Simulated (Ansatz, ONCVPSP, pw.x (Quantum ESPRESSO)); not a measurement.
**caesium (Cs): does the ONCV potential hold in the solid?**

caesium (Cs), optimised norm-conserving Vanderbilt (ONCV), made with ONCVPSP 4.0.1 (PBE, scalar-relativistic). Core [Xe], reference 6s1. Waves: 6s: rc 4.00 bohr, ncon 4, nbas 8, qcut 1.3 1/bohr, 2 projectors, debl 1 Ha; p scattering state at 0.11 Ha: rc 4.20 bohr, ncon 4, nbas 7, qcut 2.1 1/bohr, 2 projectors, debl 1.3 Ha; d scattering state at 0.39 Ha: rc 4.10 bohr, ncon 3, nbas 7, qcut 2.5 1/bohr, 2 projectors, debl 3.7 Ha. Local part: polynomial inside 3.78 bohr (lpopt 5, dvloc0 0 Ha). Core correction: Teter function, fcfact 2.75, rcfact 1.35.

In the d channel the program set the typed energies aside and used 0.050, 3.750 Ha.

Atomic tests: cutoffs needed: 0.9 Ha and 3.0 Ha (the cutoffs (Ha) at which the residual kinetic energy of the hardest occupied pseudo-wave falls to 1 and 0.1 mHa per electron) The cutoffs count occupied waves only; projector 2 of the d channel, the hardest unoccupied one, needs 15 Ha at the loose tolerance.; ghost test: no bound ghost flagged; GHOST(+) flagged for s at 22.9 eV, p at 42.2 eV, d at 103.2 eV; configuration tests: 1 of 2 tests not solved or not reliable.

Crystal test: fcc Cs in pw.x 7.5, no spin, 8³ k-points, Fermi–Dirac smearing 0.01 Ry, cutoffs 50/200 Ry. The reference is all-electron LAPW (Ansatz 0.2.0) with the same functional, mesh and smearing; V0 and B0 come from Birch–Murnaghan fits to the pressures at five volumes. Errors are pseudo minus all-electron; Δ is the rms difference of the E(V) curves that follow from these fits, minima aligned, over ±6 % about the mean V0. Mesh and smearing are coarse, so the numbers serve the comparison and aren't converged zero-temperature values; the lattice is a test structure that the element need not adopt.

All-electron: a0 = 7.776 Å (V0 = 117.54 Å³/atom), B0 = 1.9 GPa.

Problem. How far does the potential miss the all-electron equation of state?

Solution. mean pressure error (GPa): +0.11. The pressure does not cross zero within the volumes sampled, so no fit is given. This is a poor potential for the solid. The generator flags a localised state at positive energy (s at 23 eV, p at 42 eV). Atomic configuration tests: 1 of 2 tests not solved or not reliable.

```tsv
V (Å³/atom)	P all-electron (GPa)	P pseudo (GPa)
111.667	0.11	0.23
114.605	0.05	0.16
117.544	-0.00	0.11
120.483	-0.04	0.06
123.421	-0.08	0.01
```

Problem. At the middle volume, how do free energy and pressure move when the wave cutoff is lowered (ecutrho kept at four times it)?

Solution.

| cutoff (Ry) | shift of F (meV/atom) | shift of P (GPa) |
| --- | --- | --- |
| 22 | +0.2 | -0.00 |
| 30 | +0.0 | +0.00 |
| 40 | +0.0 | +0.00 |

The run at the middle volume (29 k-points, 7 iterations) took about 10 s on one core of a shared host (Intel(R) Xeon(R) 6975P-C, 192 threads, 1512 GiB, load 77).
